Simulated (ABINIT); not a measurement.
The system is AgCl (Chlorargyrite).

```
Ag Cl
1.0
     0.00000    2.73500    2.73500
     2.73500    0.00000    2.73500
     2.73500    2.73500    0.00000
Ag Cl
1 1
Cartesian
  0.0000 0.0000 0.0000
  2.7350 2.7350 2.7350
```

Base run:

```yaml
Program: ABINIT 10.8.3 (patched build)
Functional: HSE06
Potentials_or_basis: SPMS NC PBE v1.0
Cutoff: 599 eV
k_mesh: 6 × 6 × 6
Occupations: fixed
Spin: no spin polarisation
```

Its results: band gap on the k mesh 2.20 eV, indirect (least direct gap 4.65 eV); pressure 3.2 GPa.

**Question.** The run is repeated on the same cell with these changes: functional from HSE06 to PBE. What comes out?

**Answer.** Band gap on the k mesh 0.91 eV, indirect (least direct gap 3.40 eV); pressure 3.9 GPa.

HSE06 gives the wider gap, since exact exchange removes part of the self-interaction.

Caveats: Libxc's HSE differs a little from that of other programs (some runs); the potentials were made for another functional, which shifts forces and pressure (some runs).

A k mesh can miss the band edges.

Not every run made on this cell is shown here.
